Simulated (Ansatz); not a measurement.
# Ga: pressure against volume, fitted

```xyz
2
Lattice="1.4500 -4.0650 0.0000 1.4500 4.0650 0.0000 0.0000 0.0000 3.1700" Properties=species:S:1:pos:R:3 pbc="T T T"
Ga    1.4500   -2.9837    0.7925
Ga    1.4500    2.9837    2.3775
```

Atom numbers follow the list: Ga1, Ga2.

Conventional cell: a = 2.900 Å, b = 8.130 Å, c = 3.170 Å, α = 90.00°, β = 90.00°, γ = 90.00°. Around Ga (atom 1) lie 8 Ga at 2.68 to 2.90 Å.

The structure is an experimental refinement, used without relaxation.

All numbers below come from Ansatz 0.2.0, DFT, PBE, all-electron LAPW, scalar-relativistic.

Numerical set-up: a Γ-centred 12×12×10 k mesh, Fermi–Dirac smearing of 0.08 eV, basis error target 1 meV/atom, no spin polarisation.

The cell is scaled evenly. Fractional coordinates are held (clamped ions).

```json
{"V (Å³/atom)": "17.751", "P (GPa)": "4.84"}
{"V (Å³/atom)": "17.937", "P (GPa)": "4.12"}
{"V (Å³/atom)": "18.218", "P (GPa)": "3.13"}
{"V (Å³/atom)": "18.311", "P (GPa)": "2.82"}
{"V (Å³/atom)": "18.498", "P (GPa)": "2.22"}
{"V (Å³/atom)": "18.685", "P (GPa)": "1.65"}
{"V (Å³/atom)": "18.872", "P (GPa)": "1.12"}
{"V (Å³/atom)": "19.058", "P (GPa)": "0.62"}
{"V (Å³/atom)": "19.152", "P (GPa)": "0.38"}
{"V (Å³/atom)": "19.432", "P (GPa)": "-0.30"}
{"V (Å³/atom)": "19.619", "P (GPa)": "-0.72"}
{"V (Å³/atom)": "19.806", "P (GPa)": "-1.12"}
```

Q: Fit a third-order Birch–Murnaghan curve to the pressures.

A: P = (3B0/2)(y^(7/2) − y^(5/2))[1 + (3/4)(B0′ − 4)(y − 1)] with y = (V0/V)^(2/3) fits within 0.01 GPa for V0 = 19.305 Å³/atom, B0 = 46.6 GPa and B0′ = 5.04.

Q: Predict the pressure at the withheld volume, 17.564 Å³/atom.

A: There y = 1.0651, so the fit gives 5.60 GPa; the run gave 5.60 GPa.
